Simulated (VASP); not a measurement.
A run of VASP 6.6.1 is set up as follows.

The input INCAR:

```
SYSTEM = C
PREC = Accurate
ENCUT = 600
EDIFF = 1E-7
ISMEAR = 0
SIGMA = 0.03
LREAL = .False.
LASPH = .True.
NELM = 80
ALGO = Normal
ISIF = 3
LWAVE = .False.
LCHARG = .False.
GGA = MK
LUSE_VDW = .True.
AGGAC = 0.0
PARAM1 = 0.1234
PARAM2 = 0.711357
ZAB_VDW = -1.8867
IBRION = 2
NSW = 90
EDIFFG = -0.005
LATTICE_CONSTRAINTS = .TRUE. .TRUE. .FALSE.
```

KPOINTS

```
regular mesh
0
Gamma
  15 15 1
  0 0 0
```

POSCAR

```
C                                       
1.0
    2.4641990080      0.0000000000      0.0000000000
   -1.2320995040      2.1340589435      0.0000000000
    0.0000000000      0.0000000000     21.4289500000
  C             
     4
Direct
     0.0000000000000000    0.0000000000000000    0.4221795861077431
     0.6666666699999979    0.3333333300000021    0.4221610572788754
     0.0000000000000000    0.0000000000000000    0.5778061730266263
     0.3333333300000021    0.6666666699999979    0.5778531835867552
```

Potentials or basis: VASP PAW PBE potentials, release 64 (C).

Launch:

```sh
$ cat potpaw_PBE.64/C/POTCAR > POTCAR
$ mpirun -np 1 vasp_std > vasp.out
```

Question: Predict the band gap on the k mesh.

Answer: None (metal or under the smearing width).

Question: What does it give for the space group after relaxing (to 0.05 Å)?

Answer: P-3m1 (No. 164).

Final structure:
```
CELL_PARAMETERS angstrom
2.46443 0.00000 0.00000
-1.23222 2.13426 0.00000
0.00000 0.00000 21.42895
ATOMIC_POSITIONS crystal
C 0.00000 0.00000 0.42218
C 0.66667 0.33333 0.42216
C 0.00000 0.00000 0.57781
C 0.33333 0.66667 0.57785
```
